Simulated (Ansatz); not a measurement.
GaN in Ansatz: the effect of functional

The system is GaN.

```
Ga N
1.0
     0.00000    2.13524    2.13524
     2.13524    0.00000    2.13524
     2.13524    2.13524    0.00000
Ga N
1 1
Direct
  0.00000 0.00000 0.00000
  0.50000 0.50000 0.50000
```

Measurements of this composition are mostly on another form, of space group No. 186.

Alike in all runs:

| Quantity | Value |
| --- | --- |
| Program | Ansatz 0.2.0 |
| Task | single point |
| Potentials or basis | all-electron PAW datasets made for the crystal |
| k mesh | 6 × 6 × 6 |
| Occupations | fermi-dirac, width 0.05 eV |
| Spin | no spin polarisation |

```csv
functional,cutoff,gap on the mesh (eV),pressure (GPa)
PBE,380 eV (chosen from the basis error),0.39,-0.4
HSE06,430 eV (chosen from the basis error),1.63,-9.8
PBE0,430 eV (chosen from the basis error),?,?
```

Question: What does the run with functional PBE0 give?

Answer: gap on the mesh 2.33 eV; pressure -10.1 GPa.

Caveats: all runs use coarse meshes.

A k mesh can miss the band edges.
